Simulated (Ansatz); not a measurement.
# Computed properties of Mn

```
Mn
1.0
     2.28768    0.00000    0.00000
     0.00000    2.28768    0.00000
     0.00000    0.00000    2.28768
Mn
1
Direct
  0.00000 0.00000 0.00000
```

The cell was built from the sc type and relaxed in the same program, and has space group Pm-3m; it needn't be a known or the stable phase.

The magnetic state is the one reached from the start moments; no search over orders was made, so it needn't be the ground state.

All numbers are computed: DFT, PBE, all-electron LAPW, scalar-relativistic (Ansatz 0.2.0); DFT, PBE, all-electron PAW with datasets made for the crystal, scalar-relativistic (Ansatz 0.2.0).

For LAPW: a Γ-centred 14×14×14 k mesh, Fermi–Dirac smearing of 0.05 eV, basis error target 1 meV/atom, spin-polarised from start moments Mn 4 μB. The crystal-made all-electron datasets (AE datasets) take a cutoff of 400 eV at this cell. The Ansatz runs share mesh, smearing and spin set-up. Values come from LAPW unless marked.

```yaml
Pressure_at_this_cell: 0.11 GPa
Band_gap: "none: bands cross the Fermi level, a metal"
Moment_of_the_cell: 0.48 μB
Moments_in_the_spheres: Mn 0.48 μB
Density_of_states_at_the_Fermi_level_0.2_eV_bin: 1.56 states/eV per cell
Contact_hyperfine_fields_crystal-made_datasets: Mn -6.1 T, core polarisation included, positive along the moment of the spin-up electrons
Volume_per_atom: 11.97 Å³
```
